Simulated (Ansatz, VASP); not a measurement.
# As in VASP and in Ansatz

```xyz
2
Lattice="3.6061 0.0000 0.0000 -1.8030 3.1229 0.0000 0.0000 0.0000 28.0000" Properties=species:S:1:pos:R:3 pbc="T T T"
As    0.0000    2.0820   14.6952
As    1.8030    1.0410   13.3048
```

Alike in both runs: functional PBE; k mesh 9 × 9 × 1; occupations gaussian, width 0.02 eV; no spin polarisation.

Ansatz relaxed the structure, and its values are those at the end. VASP's run is a single point on that final structure, the one shown.

|  | VASP | Ansatz |
| --- | --- | --- |
| version | VASP 6.6.1 | Ansatz 0.2.0 |
| potentials or method | VASP PAW PBE potentials, release 64 (As) | scalar-relativistic, plane waves, PAW |
| plane-wave cutoff (eV) | 520 | 420 |
| valence electrons in the cell | 10 | 30 |

|  | VASP | Ansatz | Ansatz less VASP |
| --- | --- | --- | --- |
| gap on the k mesh at the Fermi level (eV) | 1.64 | 1.64 | -0.002 |
| least direct gap on the mesh (eV) | 1.94 | 1.96 | +0.014 |
| rms of the force components (eV/Å) | 0.050 | 0.000 | -0.0501 |

The functional is the same, so the differences come from potentials, cutoffs and numerics. The two sets of potentials don't hold the same shells in valence.
